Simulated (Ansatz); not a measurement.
# The perfect armchair graphene nanoribbon (N = 16, H edges)

What gap, if any, does the armchair graphene nanoribbon (N = 16, H edges) have, and how does it change with the functional and under strain?

Calculated with Ansatz 0.2.0; DFT PBE, plane waves, PAW; relaxation of a wire's period, in the first sound run; inputs show where later runs differ.

Report form: the programs' logs are mostly left out.

## Step 1: The structure

The cell holds 36 atoms: 32 C and 4 H. Its edges and angles: a = 27.300 Å, b = 7.000 Å, c = 4.260 Å, α = 90.0°, β = 90.0°, γ = 90.0°. Vacuum lies along a and b. The structure's axis is c.

## Step 2: Relaxation of atoms and period

Band widths follow the bond lengths, so the wire is relaxed first. The atoms and the third cell vector are free; the box across stays fixed as vacuum. A Fermi-Dirac smearing is set since the result may be a metal. The pressure printed is a third of the stress's trace over the whole box, vacuum included; only the stress along the axis is relaxed.

Contents of input.yaml:

```yaml
crystal:
  lattice:
    - [27.3, 0.0, 0.0]
    - [0.0, 7.0, 0.0]
    - [0.0, 0.0, 4.26]
  atoms:
    - { symbol: C, position: [0.162148248, 0.5, 0.0] }
    - { symbol: C, position: [0.252240268, 0.5, 0.0] }
    - { symbol: C, position: [0.342332288, 0.5, 0.0] }
    - { symbol: C, position: [0.432424309, 0.5, 0.0] }
    - { symbol: C, position: [0.522516329, 0.5, 0.0] }
    - { symbol: C, position: [0.612608349, 0.5, 0.0] }
    - { symbol: C, position: [0.702700369, 0.5, 0.0] }
    - { symbol: C, position: [0.792792389, 0.5, 0.0] }
[... 24 atom lines left out ...]
    - { symbol: C, position: [0.747746379, 0.5, 0.833333333] }
    - { symbol: C, position: [0.837838399, 0.5, 0.833333333] }
    - { symbol: H, position: [0.128205128, 0.5, 0.874413146] }
    - { symbol: H, position: [0.871781519, 0.5, 0.958920188] }
kpoints:
  mp_grid: { grid: [1, 1, 19] }
scf:
  occupations: { method: fermi_dirac, width: 0.05 }
hamiltonian:
  xc: pbe
relax:
  cell: { fix: [a, b, alpha, beta, gamma] }
  max_steps: 60
```

Run with:

```sh
$ ansatz run input.yaml --threads 4 --pin off --max-ram 16384MiB --backend cpu --events-out ev --progress --plain --runs-dir out
```

The job ended after 1.9 min (4 threads of Intel Xeon Platinum 8259CL at 2.50GHz (Skylake/Cascade Lake), shared host; peak memory 2.5 GiB).

Step by step:

```csv
step,energy less that of the first step (eV),largest force component (eV/Å),pressure (GPa),volume (Å³)
1,0.0000,2.3889,0.75,814.09
2,-0.1992,0.7359,0.24,817.78
3,-0.2167,0.0604,0.07,818.56
4,-0.2168,0.0103,0.03,818.67
5,-0.2169,0.0057,0.04,818.65
6*,-0.2224,0.0055,0.05,818.65
```

Relaxation steps marked * repeat the geometry before them on a plane-wave basis chosen anew for their cell, so energy and pressure can jump there.

Forces are held to the 8 operations that the run works with; a distortion that breaks them can't arise in this run.

```csv
cell as run,before,after,change
c (Å),4.260,4.284,+0.6 %
```

The atoms that moved most (Å, along periodic axes as changes of fractional coordinates times the final cell, across vacuum about the mean position):

```csv
atom,dx,dy,dz,length
H36,0.027,0.000,-0.052,0.059
H18,-0.027,0.000,-0.052,0.059
H17,0.027,0.000,0.052,0.059
H35,-0.027,0.000,0.052,0.059
C1,0.004,0.000,0.029,0.029
C9,0.004,0.000,-0.029,0.029
C26,-0.004,0.000,0.029,0.029
C34,-0.004,0.000,-0.029,0.029
```

Numbers from this step:

- cell length along the wire: 4.284 Å

The cell's length comes to 4.284 Å with spin left out.

## Step 3: The wire at its relaxed period

This step: DFT PBE, plane waves, PAW; bands of a perfect wire (Ansatz 0.2.0).

At the relaxed period the bands are computed along the axis; those that cross an energy going forward count the channels that a perfect wire would open there.

Contents of input.yaml:

```yaml
crystal:
  lattice:
    - [27.3, 0.0, 0.0]
    - [0.0, 7.0, 0.0]
    - [0.0, 0.0, 4.2839042212]
  atoms:
    - { symbol: C, position: [0.162290493, 0.5, 0.006822987] }
    - { symbol: C, position: [0.251519008, 0.5, 0.999833617] }
    - { symbol: C, position: [0.341994555, 0.5, 0.999769322] }
    - { symbol: C, position: [0.432282866, 0.5, 0.000412201] }
    - { symbol: C, position: [0.522546229, 0.5, 0.999954118] }
    - { symbol: C, position: [0.612928489, 0.5, 1.353e-06] }
    - { symbol: C, position: [0.703129, 0.5, 0.000720407] }
    - { symbol: C, position: [0.793550327, 0.5, 0.998915539] }
[... 24 atom lines left out ...]
    - { symbol: C, position: [0.748480992, 0.5, 0.833499716] }
    - { symbol: C, position: [0.837709507, 0.5, 0.826510346] }
    - { symbol: H, position: [0.127220831, 0.5, 0.886529315] }
    - { symbol: H, position: [0.872779169, 0.5, 0.946804018] }
kpoints:
  mp_grid: { grid: [1, 1, 19] }
  band_path: { path: ["Γ", Z], npoints: 50 }
scf:
  occupations: { method: fermi_dirac, width: 0.05 }
hamiltonian:
  xc: pbe
output:
  dos: { e_range: [-5, 4] }
  write_potential: true
  write_density: true
  volumetric_format: npy
  elf: true
```

It took 79 s on 4 threads; peak memory 3.4 GiB; 4.9 min of CPU time.

This step gave:

```yaml
band_gap: 0.7084 eV
```

The electronic bands at the labelled points (eV, zero at the Fermi level):

```csv
point,band 63,band 64,band 65,band 66,band 67,band 68,band 69,band 70
Γ,-1.28,-1.14,-0.48,-0.35,0.36,0.46,1.04,1.30
halfway,-2.33,-2.23,-1.87,-1.78,1.50,1.70,1.93,2.30
Z,-2.90,-2.90,-2.45,-2.45,1.84,1.84,2.43,2.43
```

ELF in the ca plane at fractional y = 0.500, with atoms of C and H within 0.2 Å of it. It is the smooth field of the valence electrons, not physical close to the nuclei.

Ten even steps from '_' (0.00 × 1e-1) to '@' (9.66 × 1e-1), each cell a mean:
```
____________________________
..________::::__________..::
@@++__--%%@@@@##::__..**@@@@
##==__::##%%##==++##**==**%%
==++****==**##++==----++##**
++======++####==++++++==**##
++==++====**##++==++==++**##
++++++++==**##++======++####
++==----++##**==++**++==**##
==++##**==++##**--::--++##**
**--::::++##**--++##**==++##
--++%%##--++##**--..::++##**
**--..::++##**--++%%##--++##
--++%%##--++##**--..::++##**
**--..::++##**--++%%##--++##
--++##**==++##**--::::++##**
**--::--++##**==++##**==++##
==++**++==**##**==----++##**
++======++####++++++++==**##
++==++====**##++==++==++**##
**++++++++##@@%%++__--%%@@%%
**..__..==%%@@%%--__::##@@@@
____________..__________..__
____________________________
```
Columns run along c (4.3 Å), rows up along a (27.3 Å). Atoms in or near the plane, at fractional coordinates: C at (0.01, 0.16), C at (0.00, 0.25), C at (0.00, 0.34), C at (0.00, 0.43), C at (0.00, 0.52), C at (0.00, 0.61), C at (0.00, 0.70), C at (0.00, 0.79), C at (0.33, 0.16), C at (0.33, 0.25), C at (0.33, 0.34), C at (0.33, 0.43), C at (0.33, 0.52), C at (0.33, 0.61) and more.

Valence density in the ca plane at fractional y = 0.500, with atoms of C and H within 0.2 Å of it. It is the smooth field of the valence electrons, not physical close to the nuclei.

Ten even steps from '_' (0.0 e/Å³) to '@' (1.9 e/Å³), each cell a mean:
```
____________________________
____________________________
..______..::::..________..::
--..__..::##@@%%##**####@@%%
##**++**##@@@@**==----++%%@@
**==----++%%@@##++++++**@@@@
**++====**%%@@**++====**%%@@
##++++++**@@@@**==--==++%%@@
++--::--++%%@@##**++**##@@@@
%%##****##@@%%++--::::==##@@
==::..::==##@@%%##**##%%@@%%
%%%%####%%@@%%==::..::--##@@
==::....--##@@@@%%####%%@@%%
@@%%##%%%%@@%%==::....--##@@
==::..::--##@@%%%%####%%@@%%
%%##**##%%@@%%++::..::==##@@
++--::::==##@@%%##**####@@%%
##**++**##@@@@++--::--++%%@@
**==--==++%%@@##++==++**@@@@
##++==++**@@@@**++====**%%@@
##++++++**%%%%--..____::##%%
____________..__________....
____________________________
____________________________
```
Columns run along c (4.3 Å), rows up along a (27.3 Å). Atoms in or near the plane, at fractional coordinates: C at (0.01, 0.16), C at (0.00, 0.25), C at (0.00, 0.34), C at (0.00, 0.43), C at (0.00, 0.52), C at (0.00, 0.61), C at (0.00, 0.70), C at (0.00, 0.79), C at (0.33, 0.16), C at (0.33, 0.25), C at (0.33, 0.34), C at (0.33, 0.43), C at (0.33, 0.52), C at (0.33, 0.61) and more.

Electrostatic potential energy in the ca plane at fractional y = 0.500, with atoms of C and H within 0.2 Å of it. With pseudopotentials it is smooth inside the atoms' cores, unlike the true potential.

Values in eV, 24 rows by 14 columns, each cell a mean:
```
  3   3   3   3   3   3   3   3   3   3   3   3   3   3
  3   3   3   3   3   3   3   3   3   3   3   3   3   3
 -7   0   2   1  -4 -14  -9   0   2   2   2   1  -6 -14
 -9  -1   1   0  -5 -25 -44 -49 -35 -15 -27 -46 -47 -33
-44 -30 -12 -23 -41 -45 -35 -23 -14  -6 -10 -20 -31 -43
-26 -16  -6 -12 -24 -34 -41 -39 -26 -10 -20 -36 -41 -37
-33 -21  -9 -16 -30 -37 -38 -32 -20  -8 -15 -29 -37 -38
-38 -25 -10 -19 -35 -41 -37 -27 -17  -7 -12 -25 -34 -40
-22 -13  -5  -9 -20 -31 -43 -44 -29 -12 -23 -41 -44 -35
-49 -33 -14 -26 -46 -48 -34 -17  -9  -3  -6 -14 -28 -45
-13  -6  -2  -5 -11 -26 -47 -54 -37 -15 -29 -51 -52 -33
-57 -39 -16 -30 -54 -54 -33 -11  -5  -2  -3  -9 -25 -49
 -9  -4  -1  -3  -7 -24 -50 -59 -40 -16 -31 -56 -56 -32
-60 -41 -17 -31 -57 -56 -32  -9  -4  -1  -2  -7 -23 -50
-10  -4  -2  -3  -8 -24 -49 -58 -39 -16 -30 -55 -54 -32
-54 -37 -15 -28 -51 -52 -33 -13  -6  -2  -5 -11 -26 -47
-17  -9  -3  -6 -14 -28 -45 -50 -34 -14 -26 -47 -49 -34
-44 -30 -12 -23 -41 -44 -35 -21 -12  -5  -9 -19 -30 -42
-27 -16  -6 -12 -24 -34 -41 -38 -25 -10 -19 -36 -41 -37
-35 -23 -10 -18 -32 -38 -38 -32 -20  -8 -15 -29 -36 -38
-36 -25 -11 -19 -34 -39 -35 -12  -1   1   0  -7 -29 -39
  1   2   3   3   2  -1  -5  -2   1   2   1  -1  -5  -3
  3   3   3   3   3   3   3   3   3   3   3   3   3   3
  3   3   3   3   3   3   3   3   3   3   3   3   3   3
```
Columns run along c (4.3 Å; values clipped at the 3rd and 97th percentile), rows up along a (27.3 Å). Atoms in or near the plane, at fractional coordinates: C at (0.01, 0.16), C at (0.00, 0.25), C at (0.00, 0.34), C at (0.00, 0.43), C at (0.00, 0.52), C at (0.00, 0.61), C at (0.00, 0.70), C at (0.00, 0.79), C at (0.33, 0.16), C at (0.33, 0.25), C at (0.33, 0.34), C at (0.33, 0.43), C at (0.33, 0.52), C at (0.33, 0.61) and more.

The gap is 0.708 eV, with spin left out.

## Step 4: Another level of theory, k-mesh 1×1×15

This step: DFT LDA, plane waves, PAW; bands of a perfect wire at the PBE geometry (Ansatz 0.2.0).

The atoms stay at the PBE geometry and the functional changes. At fixed atoms LDA and the gradient-corrected functionals usually give like bands; this run checks that. Against the first PBE run of this kind, the mesh along the wire has 15 points against 19.

Changes to input.yaml since step 3:

```diff
@@ -43,3 +43,3 @@
 kpoints:
-  mp_grid: { grid: [1, 1, 19] }
+  mp_grid: { grid: [1, 1, 15] }
   band_path: { path: ["Γ", Z], npoints: 50 }
@@ -48,8 +48,2 @@
 hamiltonian:
-  xc: pbe
-output:
-  dos: { e_range: [-5, 4] }
-  write_potential: true
-  write_density: true
-  volumetric_format: npy
-  elf: true
+  xc: lda
```

Elapsed: 59 s, on 4 threads; peak memory 3.1 GiB; 3.9 min of CPU time.

Numbers from this step:

```
energy at zero smearing : -7836.0709 eV
band gap                : 0.7075 eV
```

The electronic bands at the labelled points (eV, zero at the Fermi level):

```csv
point,band 63,band 64,band 65,band 66,band 67,band 68,band 69,band 70
Γ,-1.28,-1.14,-0.48,-0.35,0.35,0.46,1.03,1.29
halfway,-2.33,-2.23,-1.87,-1.77,1.47,1.68,1.89,2.29
Z,-2.90,-2.90,-2.44,-2.44,1.79,1.79,2.39,2.39
```

The gap is 0.707 eV, against 0.708 eV under PBE at the relaxed period.

## Step 5: Levels at the same atoms, k-mesh 1×1×15

This step: DFT PBEsol, plane waves, PAW; bands of a perfect wire at the PBE geometry (Ansatz 0.2.0).

Changes to input.yaml since step 4:

```diff
@@ -48,2 +48,2 @@
 hamiltonian:
-  xc: lda
+  xc: pbesol
```

Elapsed: 64 s, on 4 threads; peak memory 3.1 GiB; 4.2 min of CPU time.

Electronic bands along the path, in eV, zero at the Fermi level:

```csv
point,band 63,band 64,band 65,band 66,band 67,band 68,band 69,band 70
Γ,-1.29,-1.15,-0.48,-0.35,0.36,0.46,1.04,1.30
halfway,-2.33,-2.24,-1.87,-1.78,1.49,1.70,1.91,2.31
Z,-2.91,-2.91,-2.45,-2.45,1.81,1.81,2.42,2.42
```

The gap is 0.709 eV, against 0.708 eV under PBE at the relaxed period.

## Step 6: Levels at the same atoms, cutoff 500 eV, k-mesh 1×1×15

This step: DFT r2SCAN, plane waves, PAW; bands of a perfect wire at the PBE geometry (Ansatz 0.2.0).

The atoms stay at the PBE geometry and the functional changes. r2SCAN also reads the kinetic-energy density; it often gives larger moments and wider gaps than PBE, at a higher cost. Against the first PBE run of this kind, the cutoff is 500 eV against 420 and the mesh along the wire has 15 points against 19.

Changes to input.yaml since step 5:

```diff
@@ -48,2 +48,2 @@
 hamiltonian:
-  xc: pbesol
+  xc: r2scan
```

The job ended after 2.4 min (4 threads; peak memory 4.9 GiB; 9.1 min of CPU time).

Electronic bands along the path, in eV, zero at the Fermi level:

```csv
point,band 63,band 64,band 65,band 66,band 67,band 68,band 69,band 70
Γ,-1.37,-1.22,-0.52,-0.38,0.38,0.50,1.12,1.38
halfway,-2.47,-2.38,-1.99,-1.89,1.61,1.82,2.06,2.47
Z,-3.09,-3.09,-2.61,-2.61,1.97,1.97,2.61,2.61
```

The gap is 0.755 eV, against 0.708 eV under PBE at the relaxed period.

## Step 7: Side by side

Times are for 4 threads of Intel Xeon Platinum 8259CL at 2.50GHz (Skylake/Cascade Lake), shared host. The runs compared:

```csv
no.,level,band gap (eV),time,memory (GiB)
1,LDA,0.7075,59 s,3.1
2,PBEsol,0.7091,64 s,3.1
3,r2SCAN,0.7545,2.4 min,4.9
```

## Step 8: At a strained period, period over the relaxed period 0.97, k-mesh 1×1×15

This step: DFT PBE, plane waves, PAW; relaxation at a fixed period (Ansatz 0.2.0).

The period is set to 0.97 times the relaxed one and the atoms relax within it: strain changes bond lengths and angles, which shifts the bands against each other. Against the first PBE run of this kind, the mesh along the wire has 15 points against 19.

The cell differs from the one that the last finished run ended in (c 4.284 → 4.155 Å).

Changes to input.yaml since step 6:

```diff
@@ -4,3 +4,3 @@
     - [0.0, 7.0, 0.0]
-    - [0.0, 0.0, 4.2839042212]
+    - [0.0, 0.0, 4.1553870945]
   atoms:
@@ -48,2 +48,7 @@
 hamiltonian:
-  xc: r2scan
+  xc: pbe
+relax:
+  max_steps: 40
+  f_tol: 0.02
+output:
+  stress: true
```

The job ended after 1.9 min (4 threads; peak memory 3.2 GiB).

The steps of the relaxation:

```csv
step,energy less that of the first step (eV),largest force component (eV/Å)
1,0.0000,1.2377
2,-0.0950,0.3154
3,-0.1089,0.0466
4,-0.1091,0.0060
```

The run keeps the 8 symmetry operations that it works with, so distortions that break them were not tested.

The atoms that moved most (Å):

```csv
atom,dx,dy,dz,length
H18,-0.052,0.000,0.037,0.063
H36,0.052,0.000,0.037,0.063
H35,-0.052,0.000,-0.037,0.063
H17,0.052,0.000,-0.037,0.063
C34,0.060,0.000,0.012,0.061
C9,-0.060,0.000,0.012,0.061
C26,0.060,0.000,-0.012,0.061
C1,-0.060,0.000,-0.012,0.061
```

Final coordinates:

```cif
data_structure
_symmetry_space_group_name_H-M 'P 1'
_symmetry_Int_Tables_number 1
_cell_length_a 27.3000
_cell_length_b 7.0000
_cell_length_c 4.1554
_cell_angle_alpha 90.000
_cell_angle_beta 90.000
_cell_angle_gamma 90.000
_cell_volume 794.09
loop_
_atom_site_label
_atom_site_type_symbol
_atom_site_fract_x
_atom_site_fract_y
_atom_site_fract_z
_atom_site_occupancy
C1 C 0.16009 0.50000 0.00389 1
C2 C 0.25010 0.50000 0.99865 1
C3 C 0.34111 0.50000 0.99871 1
C4 C 0.43189 0.50000 0.99925 1
C5 C 0.52267 0.50000 0.99884 1
C6 C 0.61357 0.50000 0.99884 1
C7 C 0.70430 0.50000 0.99954 1
C8 C 0.79519 0.50000 0.99771 1
C9 C 0.16009 0.50000 0.32944 1
C10 C 0.25010 0.50000 0.33468 1
C11 C 0.34111 0.50000 0.33462 1
C12 C 0.43189 0.50000 0.33408 1
C13 C 0.52267 0.50000 0.33449 1
C14 C 0.61357 0.50000 0.33449 1
C15 C 0.70430 0.50000 0.33380 1
C16 C 0.79519 0.50000 0.33562 1
H17 H 0.87467 0.50000 0.37762 1
H18 H 0.12533 0.50000 0.45571 1
C19 C 0.20481 0.50000 0.49771 1
C20 C 0.29570 0.50000 0.49954 1
C21 C 0.38643 0.50000 0.49884 1
C22 C 0.47733 0.50000 0.49884 1
C23 C 0.56811 0.50000 0.49925 1
C24 C 0.65889 0.50000 0.49871 1
C25 C 0.74990 0.50000 0.49865 1
C26 C 0.83991 0.50000 0.50389 1
C27 C 0.20481 0.50000 0.83562 1
C28 C 0.29570 0.50000 0.83380 1
C29 C 0.38643 0.50000 0.83449 1
C30 C 0.47733 0.50000 0.83449 1
C31 C 0.56811 0.50000 0.83408 1
C32 C 0.65889 0.50000 0.83462 1
C33 C 0.74990 0.50000 0.83468 1
C34 C 0.83991 0.50000 0.82944 1
H35 H 0.12533 0.50000 0.87762 1
H36 H 0.87467 0.50000 0.95571 1
```

Numbers from this step:

```yaml
energy_at_zero_smearing: -8092.5235 eV
band_gap: 0.6396 eV
```

The electronic bands at the labelled points (eV, zero at the Fermi level):

```csv
point,band 63,band 64,band 65,band 66,band 67,band 68,band 69,band 70
Γ,-1.50,-0.98,-0.55,-0.32,0.32,0.51,0.97,1.39
halfway,-2.45,-2.37,-1.97,-1.95,1.50,1.68,1.95,2.29
Z,-3.08,-3.08,-2.65,-2.65,1.78,1.78,2.37,2.37
```

The gap is 0.640 eV, against 0.708 eV under PBE at the relaxed period.

(Continued in part 2 of 2.)

[Logs are printed without paths, hosts, clocks, repeated set-up lines and the standing remarks that a program may print on its own settings, such as how far it seeks lower states.]

[Hosts, paths, dates, database ids (printed as entryN), source tags and the programs' standing remarks are cut or masked in the printed files.]
